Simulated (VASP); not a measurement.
Input of a VASP 6.6.1 run:

File INCAR:

```
SYSTEM = MoS2
  PREC = Accurate
  ENCUT = 520
  EDIFF = 1E-7
  ISMEAR = 0
  SIGMA = 0.01
  LREAL = .FALSE.
  LASPH = .TRUE.
  NELM = 60
  ALGO = Fast
  ISIF = 2
  LWAVE = .FALSE.
  LCHARG = .FALSE.
  GGA = PE
  NBANDS = 35
```

Contents of KPOINTS:

```
regular mesh
0
G
  12 12 3
  0 0 0
```

Contents of POSCAR:

```
MoS2
1.0
    3.1853257155      0.0000000000      0.0000000000
   -1.5926628577      2.7585729889      0.0000000000
    0.0000000000      0.0000000000     14.7640655778
Mo S
2 4
Direct
    0.3333333333      0.6666666667      0.2500000000
    0.6666666667      0.3333333333      0.7500000000
    0.3333333333      0.6666666667      0.6441640995
    0.6666666667      0.3333333333      0.1441640995
    0.3333333333      0.6666666667      0.8558359005
    0.6666666667      0.3333333333      0.3558359005
```

Potentials or basis: VASP PAW PBE potentials, release 64 (Mo_sv, S).

Run with:

```bash
$ cat potpaw_PBE.64/Mo_sv/POTCAR potpaw_PBE.64/S/POTCAR > POTCAR
$ mpirun -np 1 vasp_std > vasp.out
```

**Question.** Estimate the largest force.

**Answer.** 0.013 eV/Å.

**Question.** Estimate the band gap on the k mesh.

**Answer.** 1.45 eV, indirect (least direct gap 1.67 eV).

Forces in eV/Å, atoms in the order of the input:
```
Mo   0.000  0.000  0.000
Mo   0.000  0.000  0.000
S    0.000  0.000  0.013
S    0.000  0.000  0.013
S    0.000  0.000 -0.013
S    0.000  0.000 -0.013
```

Caveat: an odd mesh through Γ misses points on the zone boundary, where band edges often lie.

The gap isn't set beside the measured one, since this odd mesh misses points on the zone boundary.
